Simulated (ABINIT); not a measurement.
Input of an ABINIT 10.8.3 (patched build) run:

run.abi

```
# Pseudopotentials
pp_dirpath "./"
pseudos "W.GGA_PBE-JTH.xml, S.GGA_PBE-JTH.xml"

# Structure
acell 6.0093290763 6.0093290763 23.6215765578
rprim
     1.0000000000     0.0000000000     0.0000000000
    -0.5000000000     0.8660254038     0.0000000000
     0.0000000000     0.0000000000     1.0000000000
ntypat 2
znucl 74 16
natom 6
typat 1 1 2 2 2 2
xred
     0.6666666667     0.3333333333     0.7500000000
     0.3333333333     0.6666666667     0.2500000000
     0.6666666667     0.3333333333     0.3750000000
     0.3333333333     0.6666666667     0.8750000000
     0.6666666667     0.3333333333     0.1250000000
     0.3333333333     0.6666666667     0.6250000000

# Plane-wave basis
ecut 20.0
pawecutdg 40.0

# k points
kptopt 1
ngkpt 6 6 2
nshiftk 1
shiftk 0.0 0.0 0.0

# Exchange and correlation
ixc 11

# Bands and occupations
nband 32
occopt 3
tsmear 0.05 eV

# SCF cycle
nstep 100
tolvrs 1.0e-9

# Output
iomode 3
prtwf 0
prtden 0
prteig 0
prtebands 0
enunit 1
prtvol 2
```

Potentials or basis: JTH PAW PBE v2.0.

The run is started by

```console
$ abinit run.abi > log 2>&1
```

Problem. What does it give for the band gap on the k mesh?

Solution. 1.05 eV, indirect (least direct gap 1.74 eV).

Problem. Predict the largest force.

Solution. 0.153 eV/Å.

Problem. What does it give for the pressure?

Solution. 2.3 GPa.

Forces on the atoms (eV/Å):
```
W    0.000  0.000  0.000
W    0.000  0.000  0.000
S    0.000  0.000  0.153
S    0.000  0.000  0.153
S    0.000  0.000 -0.153
S    0.000  0.000 -0.153
```

Caveat: spin-orbit coupling is left out, which moves the levels of the heavy elements; this functional lacks dispersion, which binds the layers, so the pressure and a relaxed spacing across them are unreliable. A k mesh can miss the band edges.
